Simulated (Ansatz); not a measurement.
ZnS: opening a crack plane

ZnS, R3m, a = 3.846 Å, c = 28.348 Å. This isn't the usual stable structure of the compound. Ansatz: PBE, PAW, 420 eV, Γ-centred 8×8×2 mesh on 12 atoms, Gaussian smearing 0.05 eV; no spin polarisation. One cut on (00-1) per cell of 12 atoms is opened rigidly by x, between planes of Zn and S that stand 2.36 Å apart; y is the energy per area (12.811 Å², 1 eV/Å² = 16.02 J/m²).

| x (Å) | y (J/m²) |
| --- | --- |
| 0.00 | 0.000 |
| 0.50 | 0.504 |
| 1.00 | ? |
| 2.00 | 2.124 |
| 3.00 | 2.423 |
| 6.00 | 2.626 |

Fit the universal binding curve y = W[1 − (1 + x/l) e^(−x/l)] to the other rows, give the peak stress, and predict the missing value.

Least squares gives W = 2.60 J/m² and l = 0.642 Å. The stress dy/dx peaks at x = l with W/(e l) = 14.9 GPa, for rigid faces. The last row already stands above W and still climbs, so W understates the work of separation; the faces are unlike and the gap shrinks from 2.1 to 0.0 eV, as in the field across a polar cut, whose slow tail the form lacks. At x = 1.00: x/l = 1.558, y = 1.199 J/m². The run gave 1.217 J/m², so the fit is 0.018 J/m² too low, within the rms miss on the fitted rows (0.028 J/m²).

Cost: 6 runs of about 8.3 core-minutes in all, on Intel Xeon Platinum 8259CL (Skylake/Cascade Lake) (shared hosts).